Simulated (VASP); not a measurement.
Crystal: Si.

```
CELL_PARAMETERS angstrom
0.00000 2.72185 2.72185
2.72185 0.00000 2.72185
2.72185 2.72185 0.00000
ATOMIC_POSITIONS crystal
Si 0.50000 0.50000 0.50000
Si 0.75000 0.75000 0.75000
```

Program: VASP 6.6.1. Alike in all runs: potentials or basis VASP PAW PBE potentials, release 64 (Si); no spin polarisation; cell as given; cutoff (eV) 520.

**Question.** Order these runs on this cell by their pressure, lowest first.
A. level HSEsol; k mesh 4 × 4 × 4; smearing fermi-dirac 0.05 eV; grid for exact exchange (PRECFOCK) Normal; further INCAR settings ALGO = Normal; EDIFF = 1e-06; mesh quality coarse
B. level PBE; k mesh 3 × 3 × 3; smearing gaussian 0.03 eV; further INCAR settings ALGO = Normal; EDIFF = 1e-06; mesh quality coarse
C. level PBE; k mesh 8 × 8 × 8; smearing gaussian 0.028 eV; further INCAR settings ALGO = Fast; EDIFF = 1e-07; NBANDS = 11; mesh quality not flagged

**Answer.** A (-1.1 GPa), C (1.3 GPa), B (3.2 GPa).

Caveats: some runs use coarse meshes; the PAW data sets were made with another functional, which shifts forces and pressure a little (some runs).

Not every run made on this cell is shown here.
